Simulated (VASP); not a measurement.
# TiSi2 (Fddd) in VASP: a series of runs, part 2 of 3

VASP 6.6.1.

## (3) Single point, PBEsol

Contents of INCAR:

```
SYSTEM = TiSi2
PREC = Accurate
ENCUT = 520
EDIFF = 1E-6
ISMEAR = 0
SIGMA = 0.1
LREAL = .False.
LASPH = .True.
NELM = 80
ALGO = Normal
ISIF = 2
LWAVE = .False.
LCHARG = .False.
GGA = PS
```

Contents of KPOINTS:

```
Automatic mesh
0
Gamma
  14 14 14
  0 0 0
```

Contents of POSCAR:

```
TiSi2
1.0
    0.0000000000      4.0920000000      4.2496400000
    2.3815600000      0.0000000000      4.2496400000
    2.3815600000      4.0920000000      0.0000000000
Ti Si
2 4
Direct
    0.5000000000      0.5000000000      0.5000000000
    0.7500000000      0.7500000000      0.7500000000
    0.8361600000      0.1638400000      0.8361600000
    0.1638400000      0.8361600000      0.1638400000
    0.0861600000      0.4138400000      0.0861600000
    0.4138400000      0.0861600000      0.4138400000
```

Potentials or basis: VASP PAW PBE potentials, release 64 (Ti_sv, Si).

Started as:

```bash
$ cat potpaw_PBE.64/Ti_sv/POTCAR potpaw_PBE.64/Si/POTCAR > POTCAR
$ mpirun -np 1 vasp_std > vasp.out
```

OUTCAR:

```text
SYSTEM = TiSi2
   PREC = Accurate
   ENCUT = 520
   EDIFF = 1E-6
   ISMEAR = 0
   LREAL = .False.
   LASPH = .True.
   NELM = 80
   ISIF = 2
   GGA = PS

 ion  position               nearest neighbor table
   1  0.500  0.500  0.500-   5 2.54   6 2.54   5 2.54   6 2.54   4 2.73   4 2.73   3 2.73   3 2.73
                             4 2.75   3 2.75
   2  0.750  0.750  0.750-   3 2.54   4 2.54   3 2.54   4 2.54   5 2.73   6 2.73   5 2.73   6 2.73
                             6 2.75   5 2.75
   3  0.836  0.164  0.836-   6 2.52   6 2.52   2 2.54   2 2.54   4 2.68   1 2.73   1 2.73   1 2.75
                             4 2.77   4 2.77
   4  0.164  0.836  0.164-   5 2.52   5 2.52   2 2.54   2 2.54   3 2.68   1 2.73   1 2.73   1 2.75
                             3 2.77   3 2.77
   5  0.086  0.414  0.086-   4 2.52   4 2.52   1 2.54   1 2.54   6 2.68   2 2.73   2 2.73   2 2.75
                             6 2.77   6 2.77
   6  0.414  0.086  0.414-   3 2.52   3 2.52   1 2.54   1 2.54   5 2.68   2 2.73   2 2.73   2 2.75
                             5 2.77   5 2.77

  LATTYP: Found a face centered orthorhombic cell.
 ALAT       =     4.7631200000
 B/A-ratio  =     1.7182015150
 C/A-ratio  =     1.7843934228

  Lattice vectors:

 A1 = (   0.0000000000,   4.0920000000,   4.2496400000)
 A2 = (   2.3815600000,   0.0000000000,   4.2496400000)
 A3 = (   2.3815600000,   4.0920000000,   0.0000000000)

Analysis of symmetry for initial positions (statically):
=====================================================================
 Subroutine PRICEL returns:
 Original cell was already a primitive cell.

 Routine SETGRP: Setting up the symmetry group for a
 face centered orthorhombic supercell.

 Subroutine GETGRP returns: Found  8 space group operations
 (whereof  4 operations were pure point group operations)
 out of a pool of  8 trial point group operations.

The static configuration has the point symmetry D_2 .
 The point group associated with its full space group is D_2h.

Analysis of symmetry for dynamics (positions and initial velocities):
=====================================================================
 Subroutine PRICEL returns:
 Original cell was already a primitive cell.

 Routine SETGRP: Setting up the symmetry group for a
 face centered orthorhombic supercell.

 Subroutine GETGRP returns: Found  8 space group operations
 (whereof  4 operations were pure point group operations)
 out of a pool of  8 trial point group operations.

The dynamic configuration has the point symmetry D_2 .
 The point group associated with its full space group is D_2h.

 Subroutine INISYM returns: Found  8 space group operations
 (whereof  4 operations are pure point group operations),
 and found     1 'primitive' translations

----------------------------------------------------------------------------------------

                                     Primitive cell

  volume of cell :      82.8284

  direct lattice vectors                    reciprocal lattice vectors
     0.000000000  4.092000000  4.249640000    -0.209946422  0.122189638  0.117657025
     2.381560000  0.000000000  4.249640000     0.209946422 -0.122189638  0.117657025
     2.381560000  4.092000000  0.000000000     0.209946422  0.122189638 -0.117657025

  length of vectors
     5.899483378  4.871474947  4.734584674     0.269909213  0.269909213  0.269909213

  position of ions in fractional coordinates (direct lattice)
     0.500000000  0.500000000  0.500000000
[... 43 lines left out ...]
  0.000000  0.000000  0.000000      1.000000
  0.071429  0.000000  0.000000      8.000000
  0.142857  0.000000  0.000000      8.000000
  0.214286 -0.000000  0.000000      8.000000
  0.285714 -0.000000  0.000000      8.000000
  0.357143 -0.000000  0.000000      8.000000
[... 16 lines left out ...]
  0.214286  0.142857 -0.000000      8.000000
  0.285714  0.142857  0.000000      8.000000
 [... further k-points ...]
   k-points           NKPTS =    428   k-points in BZ     NKDIM =    428   number of bands    NBANDS=     24
   number of dos      NEDOS =    301   number of ions     NIONS =      6
   total plane-waves  NPLWV =  62208
   dimension x,y,z NGX =    48 NGY =   36 NGZ =   36
   dimension x,y,z NGXF=    96 NGYF=   72 NGZF=   72
   ions per type =               2   4
   NGX,Y,Z   is equivalent  to a cutoff of  13.53, 12.29, 12.64 a.u.
   NGXF,Y,Z  is equivalent  to a cutoff of  27.05, 24.57, 25.28 a.u.
 SYSTEM =  TiSi2
   PREC   = accura    normal or accurate (medium, high low for compatibility)
   ISTART =      0    job   : 0-new  1-cont  2-samecut
   ICHARG =      2    charge: 1-file 2-atom 10-const
   ISPIN  =      1    spin polarized calculation?
   LNONCOLLINEAR =      F non collinear calculations
   LSORBIT =      F    spin-orbit coupling
   LASPH  =      T    aspherical Exc in radial PAW
   ENCUT  =  520.0 eV  38.22 Ry    6.18 a.u.  10.97  9.06  8.80*2*pi/ulx,y,z
   NELM   =     80;   NELMIN=  2; NELMDL= -5     # of ELM steps
   EDIFF  = 0.1E-05   stopping-criterion for ELM
   LREAL  =      F    real-space projection
   EDIFFG = 0.1E-04   stopping-criterion for IOM
   NSW    =      0    number of steps for IOM
   IBRION =     -1    ionic relax: 0-MD 1-quasi-New 2-CG
   NFREE  =      0    steps in history (QN), initial steepest desc. (CG)
   ISIF   =      2    stress and relaxation
   ISYM   =      2    0-nonsym 1-usesym 2-fastsym
   POTIM  = 0.5000    time-step for ionic-motion
   TEBEG  =    0.0;   TEEND  =   0.0 temperature during run
   PSTRESS=    0.0 pullay stress
   NELECT =      40.0000    total number of electrons
   NUPDOWN=      -1.0000    fix difference up-down
   EMIN   =  10.00;   EMAX   =-10.00  energy-range for DOS
   EFERMI =   0.00;   METHOD = LEGACY
   ISMEAR =     0;   SIGMA  =   0.10  broadening in eV -4-tet -1-fermi 0-gaus
   EFERMI_NEDOS =   21; number of points for ismear=-14 and -15
   IALGO  =     38    algorithm
   IMIX   =      4    mixing-type and parameters
     AMIX     =   0.40;   BMIX     =  1.00
     AMIX_MAG =   1.60;   BMIX_MAG =  1.00
  volume/ion in A,a.u.               =      13.80        93.16
  Fermi-wavevector in a.u.,A,eV,Ry     =   1.284404  2.427172 22.445453  1.649694
  Thomas-Fermi vector in A             =   2.416600
   LORBIT       =      0    0 simple, 1 ext, 2 COOP (PROOUT), +10 PAW based schemes
   GGA     = PS    functional components
   LHFCALC =     F    Hartree Fock is set to
   AEXX    =    0.0000 exact exchange contribution
   IVDW    =     0    specifies the selected vdW correction
   LEPSILON=     F    determine dielectric tensor
   LRPA    =     F    only Hartree local field effects (RPA)
 non-spin polarized calculation
 Gauss-broadening in eV      SIGMA  =   0.10
  energy-cutoff  :      520.00
  volume of cell :       82.83
 maximum number of plane-waves:      2264
 NGX is ok and might be reduce to    48
   NGX = 21   NGY = 19   NGZ = 17

 number of electron      40.0000004 magnetization

 Free energy of the ion-electron system (eV)
  ---------------------------------------------------
  ext. energy  EPLUGINS =         0.00000000
  ---------------------------------------------------
  free energy    TOTEN  =       -43.68524612 eV

  energy without entropy =      -43.67380580  energy(sigma->0) =      -43.67952596

 E-fermi :  10.2536     XC(G=0): -11.8800

 val. band max:       10.2521433938   @ k =  -0.3571   0.0000   0.1429
 cond. band min:      10.2543440947   @ k =  -0.4286   0.1429   0.0000
 fundamental gap:      0.0022007009
 Fermi energy:        10.2536343623

 k-point     1 :       0.0000    0.0000    0.0000
  band No.  band energies     occupation
      1     -45.7140      2.00000
      2     -45.6828      2.00000
      3     -22.2120      2.00000
      4     -22.1961      2.00000
      5     -22.1157      2.00000
      6     -22.0998      2.00000
[... 637 lines left out ...]
     23      13.0675      0.00000
     24      13.2024      0.00000

 [... further k-points ...]
[... 5 lines left out ...]
  --------------------------------------------------------------------------------------
  -------------------------------------------------------------------------------------
  Total       -0.0554741     -0.1288443      0.1598489      0.0000000      0.0000000      0.0000000
  in kB       -1.0730543     -2.4922772      3.0920108      0.0000000      0.0000000      0.0000000
  external PRESSURE =      -0.1577736 kB  Pullay stress =       0.0000000 kB

 VOLUME and BASIS-vectors are now :
 -----------------------------------------------------------------------------
  energy-cutoff  :      520.00
  volume of cell :       82.83
      direct lattice vectors                 reciprocal lattice vectors
     0.000000000  4.092000000  4.249640000    -0.209946422  0.122189638  0.117657025
     2.381560000  0.000000000  4.249640000     0.209946422 -0.122189638  0.117657025
     2.381560000  4.092000000  0.000000000     0.209946422  0.122189638 -0.117657025

 POSITION                                       TOTAL-FORCE (eV/Angst)
 -----------------------------------------------------------------------------------
      2.38156      4.09200      4.24964        -0.000000      0.000000     -0.000000
      3.57234      6.13800      6.37446         0.000000      0.000000      0.000000
      2.38156      6.84313      4.24964        -0.000000      0.004029      0.000000
      2.38156      1.34087      4.24964        -0.000000     -0.004029      0.000000
      1.19078      0.70513      2.12482         0.000000      0.004029     -0.000000
      1.19078      3.38687      2.12482         0.000000     -0.004029     -0.000000
 -----------------------------------------------------------------------------------
    total drift:                               -0.000000     -0.000000      0.000000

  FREE ENERGIE OF THE ION-ELECTRON SYSTEM (eV)
  ---------------------------------------------------
  free  energy   TOTEN  =       -43.6852461202 eV

  energy  without entropy=      -43.6738058042  energy(sigma->0) =      -43.67952596
```

OSZICAR:

```text
N       E                     dE             d eps       ncg     rms          rms(c)
DAV:   1     0.383839978145E+03    0.38384E+03   -0.19469E+04 20544   0.177E+03
DAV:   2     0.331547330872E+01   -0.38052E+03   -0.37752E+03 20560   0.496E+02
DAV:   3    -0.440986951263E+02   -0.47414E+02   -0.46683E+02 37112   0.139E+02
DAV:   4    -0.471802738776E+02   -0.30816E+01   -0.30743E+01 28360   0.343E+01
DAV:   5    -0.473870686864E+02   -0.20679E+00   -0.20678E+00 32432   0.754E+00    0.195E+01
DAV:   6    -0.443372290202E+02    0.30498E+01   -0.42032E+01 29488   0.494E+01    0.693E+00
DAV:   7    -0.437695603347E+02    0.56767E+00   -0.80244E+00 27984   0.209E+01    0.520E+00
DAV:   8    -0.436932676709E+02    0.76293E-01   -0.81607E-01 29080   0.756E+00    0.102E+00
DAV:   9    -0.436848139290E+02    0.84537E-02   -0.14816E-01 29352   0.336E+00    0.491E-01
DAV:  10    -0.436852640153E+02   -0.45009E-03   -0.45359E-03 27248   0.585E-01    0.190E-01
DAV:  11    -0.436852875812E+02   -0.23566E-04   -0.31619E-03 33664   0.427E-01    0.118E-01
DAV:  12    -0.436852520298E+02    0.35551E-04   -0.88285E-04 30216   0.235E-01    0.183E-02
DAV:  13    -0.436852470645E+02    0.49653E-05   -0.60527E-05 29832   0.702E-02    0.142E-02
DAV:  14    -0.436852461202E+02    0.94427E-06   -0.43225E-06 26728   0.176E-02
   1 F= -.43685246E+02 E0= -.43679526E+02  d E =-.114403E-01
```

stdout:

```text
POSCAR found type information on POSCAR TiSi
 POSCAR found :  2 types and       6 ions
 scaLAPACK will be used
 -----------------------------------------------------------------------------
|                                                                             |
|                                                                             |
|     You enforced a specific xc type in the INCAR file but a different       |
|     I HOPE YOU KNOW WHAT YOU ARE DOING!                                     |
|                                                                             |
 -----------------------------------------------------------------------------

 LDA part: xc-table for (Slater+PW92), standard interpolation
 POSCAR, INCAR and KPOINTS ok, starting setup
 FFT: planning ... GRIDC
 FFT: planning ... GRID_SOFT
 FFT: planning ... GRID
 WAVECAR not read
 entering main loop
```

It took 6 min on 1 thread of Intel Xeon 6975P-C (Granite Rapids), shared host; peak memory 0.79 GiB.

Results:

| Quantity | Value |
| --- | --- |
| Free energy | -43.6852 eV |
| Pressure | 0.0 GPa |
| Largest force | 0.004 eV/Å |
| Band gap on the k mesh | none (metal or under the smearing width) |

Forces on the atoms (eV/Å):
```
Ti   0.000  0.000  0.000
Ti   0.000  0.000  0.000
Si   0.000  0.004  0.000
Si   0.000 -0.004  0.000
Si   0.000  0.004  0.000
Si   0.000 -0.004  0.000
```

Stress tensor (GPa, compression positive):
```
-0.11  0.00  0.00
 0.00 -0.25  0.00
 0.00  0.00  0.31
```

Levels at points of the mesh, in eV from the Fermi level:
```tsv
k point	band 16	band 17	band 18	band 19	band 20	band 21	band 22	band 23	band 24
(0.00, 0.00, 0.00)	-2.54	-2.29	-2.01	-1.76	-1.38	-0.94	2.09	3.18	3.45
(0.50, 0.00, 0.00)	-2.47	-1.96	-1.08	-0.03	0.15	1.04	1.40	1.74	2.29
(0.50, 0.50, 0.00)	-2.98	-1.56	-1.56	-1.00	-1.00	0.77	0.77	3.30	3.31
(0.50, 0.00, 0.50)	-2.39	-2.37	-2.37	-0.86	-0.86	1.31	1.31	3.36	3.37
(0.00, 0.50, 0.50)	-1.25	-1.17	-1.17	-0.64	-0.64	0.87	0.87	2.34	2.34
```

Caveat: the PAW data sets were made with another functional, which shifts forces and pressure a little.

[end of part 2 of 3]
